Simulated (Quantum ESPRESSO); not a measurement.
# NaF (Villiaumite) under changes of volume

One of the cells (12.487 Å³/atom); the others are scaled copies at fixed shape and fractional positions:

```
Na F
1.0
     0.00000    2.32000    2.32000
     2.32000    0.00000    2.32000
     2.32000    2.32000    0.00000
Na F
1 1
Cartesian
  0.0000 0.0000 0.0000
  2.3200 2.3200 2.3200
```

| Property | Result |
| --- | --- |
| Program | Quantum ESPRESSO 7.5 |
| Functional | LDA |
| Potentials or basis | GBRV 1.5 LDA |
| Cutoff | 612 eV |
| Density cutoff | 4898 eV |
| k mesh | 10 × 10 × 10 |
| Occupations | fermi-dirac, width 0.05 eV |
| Spin | no spin polarisation |

```csv
volume (Å³/atom),energy over the lowest point (meV/atom),pressure (GPa),gap on the mesh (eV)
11.738,0.00,-0.9,6.26
11.988,2.10,-2.0,6.14
12.237,?,?,?
12.487,11.27,-3.9,5.92
12.737,17.89,-4.7,5.82
12.987,25.70,-5.4,5.72
13.236,34.50,-6.0,5.63
```

Q: What does the run at 12.237 Å³/atom give?

A: Energy over the lowest point 5.97 meV/atom; pressure -3.0 GPa; gap on the mesh 6.03 eV.

Worked out: A Birch-Murnaghan fit of order 3 (a polynomial in V^(-2/3)) to the other rows has its minimum at 11.59 Å³/atom, just outside them, with B0 = V·E''(V) = 62 GPa and B' = 5.0. It gives 5.92 meV/atom at 12.237 Å³/atom, against the run's 5.97, and -dE/dV = -3.0 GPa, against -3.0. A straight line through the other rows of the gap, of slope -5.26 eV per unit of ln V (its deformation potential), gives 6.03 eV, against the run's 6.03.

Energies are extrapolated to zero smearing.

A mesh can miss the band edges.
